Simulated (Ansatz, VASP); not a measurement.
**Two plane-wave programs on GaP**

```
Ga P
1.0
     0.00000    2.66976    2.66976
     2.66976    0.00000    2.66976
     2.66976    2.66976    0.00000
Ga P
1 1
Direct
  0.00000 0.00000 0.00000
  0.25000 0.25000 0.25000
```

Alike in both runs: task single point; functional r2SCAN; k mesh 6 × 6 × 6; no spin polarisation.

|  | VASP | Ansatz |
| --- | --- | --- |
| version | VASP 6.6.1 | Ansatz 0.2.0 |
| potentials or method | VASP PAW PBE potentials, release 64 (Ga_d, P) | plane waves, PAW |
| plane-wave cutoff (eV) | 520 | 500 |
| occupations | gaussian, width 0.01 eV | fixed |
| valence electrons in the cell | 18 | 18 |

|  | VASP | Ansatz | Ansatz less VASP |
| --- | --- | --- | --- |
| gap on the k mesh at the Fermi level (eV) | 1.77 | 1.77 | -0.004 |
| pressure (GPa) | 6.3 | 6.3 | +0.04 |

Caveats: the PAW data sets were made with another functional, which shifts forces and pressure a little (VASP). A k mesh can miss the band edges. r2SCAN opens gaps a little over a GGA but as a rule still falls short of measured ones.
